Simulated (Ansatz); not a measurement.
# Compressing Ca: a fit and a missing row

Ca, P6_3/mmc, a = 3.905 Å, c = 6.416 Å. This isn't the element's structure at ambient conditions. Ansatz: PBE, PAW, 420 eV, Γ-centred 12×12×8 mesh on 2 atoms, Gaussian smearing 0.10 eV; no spin polarisation. Shape and atoms are relaxed at each volume; pressure is positive in compression.

| V (Å³/atom) | P (GPa) |
| --- | --- |
| 37.291 | ? |
| 38.562 | 1.91 |
| 39.833 | 1.19 |
| 41.105 | 0.56 |
| 42.376 | 0.00 |
| 43.647 | -0.49 |
| 44.918 | -0.92 |
| 46.613 | -1.41 |

**Question.** Take V0 = 42.376 Å³/atom, fit the third-order Birch–Murnaghan form to the other rows, and predict the missing pressure.

**Answer.** With the Eulerian strain f = ½[(V0/V)^(2/3) − 1] and y = P/[3f(1 + 2f)^(5/2)], the form is the line y = B0 + 1.5 B0 (B0′ − 4) f. Rows (f, y): 0.03245, 16.77; 0.02106, 16.99; 0.01025, 17.31; -0.00975, 17.60; -0.01905, 17.74; -0.03078, 17.90. Means f = 0.0006967, y = 17.385; Σ(Δf)² = 0.003004, ΣΔfΔy = -0.05375; the slope is their ratio. y = 17.40 − 17.89 f GPa, so B0 = 17.4 GPa and B0′ = 4 + 2 × (-17.89)/(3 × 17.40) = 3.31. At V = 37.291, f = 0.04448, y = 16.604 and P = 2.74 GPa. The run gave 2.73 GPa, so the fit is 0.01 GPa too high, a small miss on the scale of the series.

Cost: 8 runs of about 1.9 core-minutes in all, on Arm Neoverse V2 (shared hosts).